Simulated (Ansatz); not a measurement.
SnSe, DFT, PBE, PAW with Ansatz's default frozen-core files, scalar-relativistic (Ansatz 0.2.0), run on 1 thread of Arm Neoverse V1 on a shared host.

The cell is COD entry 9008725, as deposited and not checked against the literature; nothing was relaxed. The listed cell was then made from it by scaling, straining or moving an atom.

Command: `ansatz run input.yaml --threads 1 --pin off --max-ram 3072MiB --backend cpu --events-out ev --progress --plain --runs-dir out`

```yaml
crystal:
  lattice:
    - [0.0602, 3.0401, 3.0401]
    - [3.0401, 0.0602, 3.0401]
    - [3.0401, 3.0401, 0.0602]
  atoms:
    - { symbol: Sn, position: [0.0, 0.0, 0.0] }
    - { symbol: Se, position: [0.5, 0.5, 0.5] }
kpoints:
  mp_grid: { grid: [9, 9, 9] }
scf:
  occupations: { method: fermi_dirac, width: 0.02 }
hamiltonian:
  xc: pbe
  pseudopotentials: { kind: paw }
output:
  forces: true
  stress: true
  eigenvalues: true
  efg: { contact_densities: true }
  write_density: true
  write_potential: true
  elf: true
  volumetric_format: npy
```

**Question.** How large is the problem that the program sets up?

**Answer.** 85 irreducible k-points, 1067 plane waves at Γ, 19 bands.

**Question.** About how long does it take, and how much memory does it use?

**Answer.** 9 s of wall time for 6 SCF iterations, with a peak of 0.43 GiB. Times on shared machines scatter by tens of per cent.

**Question.** And the same cell and mesh by crystal-made all-electron datasets, asked for forces, stress, eigenvalues, efg, on the same hardware?

**Answer.** 8.8 s, peak memory 0.44 GiB.
